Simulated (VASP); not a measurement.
A run of VASP 6.6.1 is set up as follows.

POSCAR

```
Al
1.0
    2.8623399660      0.0000000000      0.0000000000
   -1.4311699830      2.4788591248      0.0000000000
    0.0000000000      0.0000000000     24.3483631827
Al
5
Direct
    0.6666666667      0.3333333333      0.3080289194
    0.3333333333      0.6666666667      0.4040144597
    0.0000000000      0.0000000000      0.5000000000
    0.6666666667      0.3333333333      0.5959855403
    0.3333333333      0.6666666667      0.6919710806
```

Contents of INCAR.step1:

```
SYSTEM = Al
PREC     = Accurate       ! precision mode
ENCUT    = 520            ! plane-wave cutoff, eV
EDIFF    = 1E-6           ! SCF threshold, eV
ISMEAR   = -1             ! smearing method
SIGMA    = 0.05           ! smearing width, eV
LREAL    = .False.        ! projectors in reciprocal space
LASPH    = .True.         ! aspherical terms in the spheres
NELM     = 100            ! most SCF steps
ALGO     = Fast           ! electronic algorithm
ISIF     = 2              ! what is computed and relaxed
LWAVE    = .False.        ! write WAVECAR
LCHARG   = .True.         ! write CHGCAR
GGA      = PE             ! functional
IVDW     = 1              ! dispersion correction
NBANDS   = 16             ! bands
```

The input KPOINTS.step1:

```
Automatic mesh
0
Gamma
  11 11 1
  0 0 0
```

INCAR.step2

```
SYSTEM = Al
PREC     = Accurate       ! precision mode
ENCUT    = 520            ! plane-wave cutoff, eV
EDIFF    = 1E-6           ! SCF threshold, eV
ISMEAR   = 0              ! smearing method
SIGMA    = 0.05           ! smearing width, eV
LREAL    = .False.        ! projectors in reciprocal space
LASPH    = .True.         ! aspherical terms in the spheres
NELM     = 100            ! most SCF steps
ALGO     = Fast           ! electronic algorithm
ISIF     = 2              ! what is computed and relaxed
LWAVE    = .False.        ! write WAVECAR
LCHARG   = .False.        ! write CHGCAR
GGA      = PE             ! functional
IVDW     = 1              ! dispersion correction
NBANDS   = 16             ! bands
ICHARG   = 11             ! starting density
```

The input KPOINTS.step2:

```
path GMKGALHA,LM,KH
15
line-mode
reciprocal
 0.0000000000  0.0000000000  0.0000000000  G
 0.5000000000  0.0000000000  0.0000000000  M

 0.5000000000  0.0000000000  0.0000000000  M
 0.3333333333  0.3333333333  0.0000000000  K

 0.3333333333  0.3333333333  0.0000000000  K
 0.0000000000  0.0000000000  0.0000000000  G

 0.0000000000  0.0000000000  0.0000000000  G
 0.0000000000  0.0000000000  0.5000000000  A

 0.0000000000  0.0000000000  0.5000000000  A
 0.5000000000  0.0000000000  0.5000000000  L

 0.5000000000  0.0000000000  0.5000000000  L
 0.3333333333  0.3333333333  0.5000000000  H

 0.3333333333  0.3333333333  0.5000000000  H
 0.0000000000  0.0000000000  0.5000000000  A

 0.5000000000  0.0000000000  0.5000000000  L
 0.5000000000  0.0000000000  0.0000000000  M

 0.3333333333  0.3333333333  0.0000000000  K
 0.3333333333  0.3333333333  0.5000000000  H
```

Potentials or basis: VASP PAW PBE potentials, release 64 (Al).

The run is started by

```console
$ cat potpaw_PBE.64/Al/POTCAR > POTCAR
$ cp INCAR.step1 INCAR
$ cp KPOINTS.step1 KPOINTS
$ mpirun -np 1 vasp_std > vasp.out
$ cp INCAR.step2 INCAR
$ cp KPOINTS.step2 KPOINTS
$ mpirun -np 1 vasp_std > vasp.out
```

(1) Estimate the dispersion energy per atom.

(2) Predict the band gap along the path.

## Answers

(1) -0.202 eV.

(2) none (metal or under the smearing width).

Caveat: the log is that of the step along the path at fixed density, whose energy, stress, charges and moments have no meaning; atom-pairwise D2, TS and ULG terms overbind metals.
